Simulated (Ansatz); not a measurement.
# BN: the cost of one run

Method: DFT PBE+D3(BJ), scalar-relativistic, plane waves, PAW, in Ansatz 0.2.0.

The COD entry's cell or inner coordinates are ideal or old and differ from later refinements, so a difference from it is no clean test against experiment.

3 further runs of the same task are left out: 3 set aside as unsound or not needed.

## (1) The structure to begin with

It takes space group P6_3/mmc (No. 194, hexagonal). The conventional cell has a = 2.506 Å, b = 2.506 Å, c = 6.614 Å, α = 90.00°, β = 90.00°, γ = 120.00°. Around B (site symmetry -6m2) lie 3 N at 1.45 Å. N (site symmetry -6m2) has 3 B at 1.45 Å as nearest neighbours.

Coordinates:

```
CELL_PARAMETERS angstrom
2.50643 0.00000 0.00000
-1.25321 2.17063 0.00000
0.00000 0.00000 6.61412
ATOMIC_POSITIONS crystal
B 0.33333 0.66667 0.25000
B 0.66667 0.33333 0.75000
N 0.33333 0.66667 0.75000
N 0.66667 0.33333 0.25000
```

This cell was relaxed beforehand with the same method: volume 9.00 Å³/atom, gap on the mesh 4.27 eV.

## (2) The cell at 0.98 of its volume

input.yaml

```yaml
crystal:
  lattice:
    - [2.489603263, 0.0, 0.0]
    - [-1.2448016315, 2.1560596711, 0.0]
    - [0.0, 0.0, 6.5697325199]
  atoms:
    - { symbol: B, position: [0.3333333333, 0.6666666667, 0.25] }
    - { symbol: B, position: [0.6666666667, 0.3333333333, 0.75] }
    - { symbol: "N", position: [0.3333333333, 0.6666666667, 0.75] }
    - { symbol: "N", position: [0.6666666667, 0.3333333333, 0.25] }
basis:
  ecutwfc: 420
kpoints:
  mp_grid: { grid: [12, 12, 4] }
hamiltonian:
  xc: pbe
  dispersion: d3bj
scf:
  occupations: { method: fixed }
output:
  forces: true
  stress: true
  eigenvalues: true
relax:
  adjacent_minimum: "off"
  f_tol: 0.001
  max_steps: 60
  cell: { stress_tol: 0.01, fix: [volume] }
```

Launch:

```console
ansatz run input.yaml --threads 2 --pin off --max-ram 5120MiB --backend cpu --events-out ev --progress --plain --runs-dir out
```

What time and memory should one allow on 2 threads of AMD EPYC 7R43 (Zen 3), shared host?

About 8 s, with a peak of 0.37 GiB.
